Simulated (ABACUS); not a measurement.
# NaCl (Fm-3m) in ABACUS: notebook

Aim: see how the results for NaCl move with the level of theory and the settings. Levels: SCAN, RPBE. Tasks: relaxation of cell and atoms, single point.

All numbers are computed with ABACUS 3.10.1; they aren't measurements. Logs are shortened: lines on timing, memory, paths and dates and some standing lists are left out, and cuts for length are marked.

### Step 1. The structure

Symmetry: Fm-3m, No. 225, cubic system. The conventional cell has a = 5.588 Å, b = 5.588 Å, c = 5.588 Å, α = 90.00°, β = 90.00°, γ = 90.00°. Around Cl (site symmetry m-3m) lie 6 Na at 2.79 Å. Na (site symmetry m-3m) is surrounded by 6 Cl at 2.79 Å.

The cell is a database's computed one.

### Step 2. Relaxation of cell and atoms, SCAN

Input file run_abacus.py:

```python
"""Relaxation by an ASE optimiser with ABACUS as a small file-based calculator."""
import re
import subprocess
import spglib
from ase import Atoms
import numpy as np
from ase.calculators.calculator import Calculator, all_changes
from ase.filters import FrechetCellFilter
from ase.io import read
from ase.optimize import BFGSLineSearch
from ase.stress import full_3x3_to_voigt_6_stress
from ase.units import Bohr, GPa

atoms = read("NaCl.cif")
cell, frac, numbers = spglib.standardize_cell((atoms.cell[:], atoms.get_scaled_positions(), atoms.numbers), to_primitive=True, symprec=1e-4)
atoms = Atoms(numbers=numbers, cell=cell, scaled_positions=frac, pbc=True)  # the primitive cell
atoms = atoms[(-atoms.numbers).argsort(kind="stable")]  # ABACUS lists atoms element by element
pseudo = {'Cl': 'Cl_ONCV_PBE-1.2.upf', 'Na': 'Na_ONCV_PBE-1.2.upf'}
orbital = {}
magmoms = None
kmesh = [5, 5, 5]
params = {
    'suffix': 'NaCl',
    'calculation': 'scf',
    'basis_type': 'pw',
    'pseudo_dir': './',
    'symmetry': 1,
    'dft_functional': 'scan',
    'ecutwfc': 103,
    'pseudo_rcut': 10,
    'nspin': 1,
    'nbands': 12,
    'ks_solver': 'dav',
    'smearing_method': 'fd',
    'smearing_sigma': 0.00367493,
    'scf_thr': 1e-08,
    'scf_nmax': 100,
    'mixing_type': 'broyden',
    'mixing_beta': 0.7,
    'cal_force': 1,
    'cal_stress': 1,
    'mixing_tau': 1,
    'kpar': 4,
}

def write_input(atoms):
    symbols = atoms.get_chemical_symbols()
    elements = list(dict.fromkeys(symbols))
    lines = ["ATOMIC_SPECIES"] + [f"{e} {atoms.get_masses()[symbols.index(e)]:.4f} {pseudo[e]}" for e in elements]
    if orbital:
        lines += ["", "NUMERICAL_ORBITAL"] + [orbital[e] for e in elements]
    lines += ["", "LATTICE_CONSTANT", f"{1 / Bohr:.10f}", "", "LATTICE_VECTORS"]
    lines += [" ".join(f"{x:.10f}" for x in v) for v in atoms.cell]
    lines += ["", "ATOMIC_POSITIONS", "Direct"]
    for e in elements:
        lines += ["", e, "0.0", str(symbols.count(e))]
        for i, p in enumerate(atoms.get_scaled_positions(wrap=False)):
            if symbols[i] == e:
                mag = "" if magmoms is None else " mag " + " ".join(str(x) for x in (magmoms[i] if isinstance(magmoms[i], list) else [magmoms[i]]))
                lines.append(" ".join(f"{x:.10f}" for x in p) + " 1 1 1" + mag)
    open("STRU", "w").write("\n".join(lines) + "\n")
    open("KPT", "w").write("K_POINTS\n0\nGamma\n%d %d %d 0 0 0\n" % tuple(kmesh))
    open("INPUT", "w").write("INPUT_PARAMETERS\n" + "".join(f"{k:<20s}{v}\n" for k, v in params.items()))

class Abacus(Calculator):
    implemented_properties = ["energy", "free_energy", "forces", "stress"]

    def calculate(self, atoms=None, properties=("energy",), system_changes=all_changes):
        super().calculate(atoms, properties, system_changes)
        write_input(self.atoms)
        subprocess.run(['mpirun', '-np', '4', 'abacus'], check=True)
        log = open("OUT.NaCl/running_scf.log").read()
        if "charge density convergence is achieved" not in log:
            raise RuntimeError("SCF not converged")
        rows = lambda title, n: np.array([l.split()[-3:] for l in log.split(title)[-1].split("\n")[2:2 + n]], float)
        energy = float(re.findall(r"FINAL_ETOT_IS (\S+)", log)[-1])
        stress = -rows("TOTAL-STRESS", 3) / 10 * GPa  # ABACUS prints kbar, compression positive
        self.results = dict(energy=energy, free_energy=energy, forces=rows("TOTAL-FORCE", len(self.atoms)), stress=full_3x3_to_voigt_6_stress(stress))

atoms.calc = Abacus()
opt = BFGSLineSearch(FrechetCellFilter(atoms), logfile="opt.log", trajectory="relax.traj")
print("optimiser converged:", opt.run(fmax=0.03, steps=60))
```

Input file NaCl.cif:

```cif
data_NaCl
_cell_length_a 5.58812644
_cell_length_b 5.58812644
_cell_length_c 5.58812644
_cell_angle_alpha 90.00000000
_cell_angle_beta 90.00000000
_cell_angle_gamma 90.00000000
_space_group_name_H-M_alt 'Fm-3m'
_space_group_name_Hall '-F 4 2 3'
_space_group_IT_number 225
loop_
_space_group_symop_operation_xyz
'x,y,z'
'-x,-y,-z'
'-y,x,z'
'y,-x,-z'
'-x,-y,z'
'x,y,-z'
'y,-x,z'
'-y,x,-z'
'x,-y,-z'
'-x,y,z'
'-y,-x,-z'
'y,x,z'
'-x,y,-z'
'x,-y,z'
'y,x,-z'
'-y,-x,z'
'z,x,y'
'-z,-x,-y'
'z,-y,x'
'-z,y,-x'
'z,-x,-y'
'-z,x,y'
'z,y,-x'
'-z,-y,x'
'-z,x,-y'
'z,-x,y'
'-z,-y,-x'
'z,y,x'
'-z,-x,y'
'z,x,-y'
'-z,y,x'
'z,-y,-x'
'y,z,x'
'-y,-z,-x'
'x,z,-y'
'-x,-z,y'
'-y,z,-x'
'y,-z,x'
'-x,z,y'
'x,-z,-y'
'-y,-z,x'
'y,z,-x'
'-x,-z,-y'
'x,z,y'
'y,-z,-x'
'-y,z,x'
'x,-z,y'
'-x,z,-y'
'x,y+1/2,z+1/2'
'-x,-y+1/2,-z+1/2'
'-y,x+1/2,z+1/2'
[... 62 lines left out ...]
'-z+1/2,-x,-y+1/2'
'z+1/2,-y,x+1/2'
'-z+1/2,y,-x+1/2'
'z+1/2,-x,-y+1/2'
'-z+1/2,x,y+1/2'
'z+1/2,y,-x+1/2'
'-z+1/2,-y,x+1/2'
'-z+1/2,x,-y+1/2'
'z+1/2,-x,y+1/2'
'-z+1/2,-y,-x+1/2'
'z+1/2,y,x+1/2'
'-z+1/2,-x,y+1/2'
'z+1/2,x,-y+1/2'
'-z+1/2,y,x+1/2'
'z+1/2,-y,-x+1/2'
'y+1/2,z,x+1/2'
'-y+1/2,-z,-x+1/2'
'x+1/2,z,-y+1/2'
'-x+1/2,-z,y+1/2'
'-y+1/2,z,-x+1/2'
'y+1/2,-z,x+1/2'
'-x+1/2,z,y+1/2'
'x+1/2,-z,-y+1/2'
'-y+1/2,-z,x+1/2'
'y+1/2,z,-x+1/2'
'-x+1/2,-z,-y+1/2'
'x+1/2,z,y+1/2'
'y+1/2,-z,-x+1/2'
'-y+1/2,z,x+1/2'
'x+1/2,-z,y+1/2'
'-x+1/2,z,-y+1/2'
'x+1/2,y+1/2,z'
'-x+1/2,-y+1/2,-z'
'-y+1/2,x+1/2,z'
'y+1/2,-x+1/2,-z'
'-x+1/2,-y+1/2,z'
'x+1/2,y+1/2,-z'
'y+1/2,-x+1/2,z'
'-y+1/2,x+1/2,-z'
'x+1/2,-y+1/2,-z'
'-x+1/2,y+1/2,z'
'-y+1/2,-x+1/2,-z'
'y+1/2,x+1/2,z'
'-x+1/2,y+1/2,-z'
'x+1/2,-y+1/2,z'
'y+1/2,x+1/2,-z'
'-y+1/2,-x+1/2,z'
'z+1/2,x+1/2,y'
'-z+1/2,-x+1/2,-y'
'z+1/2,-y+1/2,x'
'-z+1/2,y+1/2,-x'
'z+1/2,-x+1/2,-y'
'-z+1/2,x+1/2,y'
'z+1/2,y+1/2,-x'
'-z+1/2,-y+1/2,x'
'-z+1/2,x+1/2,-y'
'z+1/2,-x+1/2,y'
'-z+1/2,-y+1/2,-x'
'z+1/2,y+1/2,x'
'-z+1/2,-x+1/2,y'
'z+1/2,x+1/2,-y'
'-z+1/2,y+1/2,x'
'z+1/2,-y+1/2,-x'
'y+1/2,z+1/2,x'
'-y+1/2,-z+1/2,-x'
'x+1/2,z+1/2,-y'
'-x+1/2,-z+1/2,y'
'-y+1/2,z+1/2,-x'
'y+1/2,-z+1/2,x'
'-x+1/2,z+1/2,y'
'x+1/2,-z+1/2,-y'
'-y+1/2,-z+1/2,x'
'y+1/2,z+1/2,-x'
'-x+1/2,-z+1/2,-y'
'x+1/2,z+1/2,y'
'y+1/2,-z+1/2,-x'
'-y+1/2,z+1/2,x'
'x+1/2,-z+1/2,y'
'-x+1/2,z+1/2,-y'
loop_
_atom_site_label
_atom_site_type_symbol
_atom_site_symmetry_multiplicity
_atom_site_Wyckoff_symbol
_atom_site_fract_x
_atom_site_fract_y
_atom_site_fract_z
_atom_site_occupancy
Cl1 Cl 4 b 0.5000000000 0.0000000000 0.0000000000 1
Na1 Na 4 a 0.0000000000 0.0000000000 0.0000000000 1
```

Potentials or basis: SG15 ONCV 1.2 PBE, plane waves.

Started as:

```
$ OMP_NUM_THREADS=1 python run_abacus.py > log
```

running log:

```text
ABACUS v3.10.1

               Atomic-orbital Based Ab-initio Computation at UStc

 ------------------------------------------------------------------------------------

 READING GENERAL INFORMATION
                           global_out_dir = OUT.NaCl/
                           global_in_card = INPUT
                               pseudo_dir = ./
                              orbital_dir =
                                    DSIZE = 4
                                    GSIZE = 1

 READING UNITCELL INFORMATION
                                    ntype = 2
                  lattice constant (Bohr) = 1.88973
              lattice constant (Angstrom) = 1

 READING ATOM TYPE 1
                               atom label = Cl
                      L=0, number of zeta = 1
                      L=1, number of zeta = 1
                      L=2, number of zeta = 1
             number of atom for this type = 1

 READING ATOM TYPE 2
                               atom label = Na
                      L=0, number of zeta = 1
                      L=1, number of zeta = 1
                      L=2, number of zeta = 1
             number of atom for this type = 1

                        TOTAL ATOM NUMBER = 2
DIRECT COORDINATES
    atom                   x                   y                   z     mag                  vx                  vy                  vz
taud_Cl1            0.5000000000        0.5000000000        0.5000000000  0.0000        0.0000000000        0.0000000000        0.0000000000
taud_Na1            0.0000000000        0.0000000000        0.0000000000  0.0000        0.0000000000        0.0000000000        0.0000000000

                          Volume (Bohr^3) = 294.398
                             Volume (A^3) = 43.6253

 Lattice vectors: (Cartesian coordinate: in unit of a_0)
                   +0            +2.79406            +2.79406
             +2.79406                  +0            +2.79406
             +2.79406            +2.79406                  +0
 Reciprocal vectors: (Cartesian coordinate: in unit of 2 pi/a_0)
            -0.178951           +0.178951           +0.178951
            +0.178951           -0.178951           +0.178951
            +0.178951           +0.178951           -0.178951
 The esolver type has been set to : ksdft_pw

                PAO radial cut off (Bohr) = 10

 Read in pseudopotential file is Cl_ONCV_PBE-1.2.upf
                     pseudopotential type = NC
          exchange-correlation functional = PBE
                 nonlocal core correction = 0
                        valence electrons = 7
                                     lmax = 1
[... 169 lines left out ...]

 -------------------------------------------
 SELF-CONSISTENT
 -------------------------------------------
                                 init_chg = atomic

 PW ALGORITHM --------------- ION=   1  ELEC=   1--------------------------------
 Notice: Threshold on eigenvalues was too large.
 hsover_error=0.16 > DRHO=0.0908181
 Origin diag ethr = 0.01
 New diag ethr = 0.000567613

 Density error is 0.091005044923
                          Error Threshold = 0.000567612946687
----------------------------------------------------------
     Energy           Rydberg                 eV
----------------------------------------------------------
 E_KohnSham     -115.7748371111      -1575.1974697325
 E_Harris       -117.0597231064      -1592.6792405495
 E_Fermi        0.3094131833         4.2097823292
----------------------------------------------------------
[... 75 lines left out ...]
 Density error is 2.89825868592e-09
                          Error Threshold = 2.5407314992e-10
----------------------------------------------------------
     Energy           Rydberg                 eV
----------------------------------------------------------
 E_KohnSham     -115.7983286020      -1575.5170878640
 E_KS(sigma->0) -115.7983286020      -1575.5170878640
 E_Harris       -115.7985760993      -1575.5204552368
 E_band         -18.1168896772       -246.4929296473
 E_one_elec     -62.6248949204       -852.0554075681
 E_Hartree      34.9647410720        475.7197076744
 E_xc           -18.6934368740       -254.3372566892
 E_Ewald        -69.4447378798       -944.8441312811
 E_entropy(-TS) 0.0000000000         0.0000000000
 E_descf        0.0000000000         0.0000000000
 E_exx          0.0000000000         0.0000000000
 E_Fermi        0.2873179767         3.9091616215
----------------------------------------------------------

 charge density convergence is achieved
 final etot is -1575.5170879 eV
 EFERMI = 3.9091616215 eV

 STATE ENERGY(eV) AND OCCUPATIONS    NSPIN == 1
 1/3 kpoint (Cartesian) = 0.0000 0.0000 0.0000 (5065 pws)
       1       -50.1871      0.0160000
       2       -20.4691      0.0160000
       3       -20.4691      0.0160000
       4       -20.4691      0.0160000
       5       -12.4146      0.0160000
       6        1.00424      0.0160000
       7        1.00424      0.0160000
       8        1.00424      0.0160000
       9        6.92477    1.02538e-28
      10        13.0026    1.65875e-81
      11        13.0026    1.65875e-81
      12        13.0026    1.65875e-81
[... 15 lines left out ...]
 3/3 kpoint (Cartesian) = 0.071580 0.071580 0.071580 (5219 pws)
       1       -50.1864       0.128000
       2       -20.4986       0.128000
       3       -20.4709       0.128000
       4       -20.4709       0.128000
       5       -12.0910       0.128000
       6      -0.849800       0.128000
       7       0.744016       0.128000
       8       0.744016       0.128000
       9        8.95594    1.86811e-45
      10        12.4322    1.19439e-75
      11        13.0894    2.33676e-81
      12        13.0894    2.33676e-81

------------------------------------------------------------------------------------------
 TOTAL-FORCE (eV/Angstrom)
------------------------------------------------------------------------------------------
                       Cl1         0.0000000000         0.0000000000         0.0000000000
                       Na1         0.0000000000         0.0000000000         0.0000000000
------------------------------------------------------------------------------------------

----------------------------------------------------------------
 TOTAL-STRESS (KBAR)
----------------------------------------------------------------
         0.0748634969        -0.0000000000         0.0000000000
         0.0000000000         0.0748634969         0.0000000000
        -0.0000000000        -0.0000000000         0.0748634969
----------------------------------------------------------------
 TOTAL-PRESSURE: 0.074863 KBAR

 --------------------------------------------
 !FINAL_ETOT_IS -1575.5170878640008141 eV
 --------------------------------------------
```

It took 12 s on 4 MPI ranks of AMD EPYC 9R14 (Zen 4), shared host; peak memory 0.48 GiB.

Results:

- Free energy: -1575.5171 eV
- Pressure after relaxing: 0.0 GPa
- Band gap on the k mesh: 5.92 eV, direct

Final structure:
```cif
data_structure
_symmetry_space_group_name_H-M 'P 1'
_symmetry_Int_Tables_number 1
_cell_length_a 3.9514
_cell_length_b 3.9514
_cell_length_c 3.9514
_cell_angle_alpha 60.000
_cell_angle_beta 60.000
_cell_angle_gamma 60.000
_cell_volume 43.63
loop_
_atom_site_label
_atom_site_type_symbol
_atom_site_fract_x
_atom_site_fract_y
_atom_site_fract_z
_atom_site_occupancy
Cl1 Cl 0.50000 0.50000 0.50000 1
Na1 Na 0.00000 0.00000 0.00000 1
```

Caveat: the relaxation stopped at its first step, so nothing moved; the potentials were made for another functional, which shifts forces and pressure. SCAN opens gaps a little over a GGA but as a rule still falls short of measured ones.

(Part 1 of 2 ends here.)
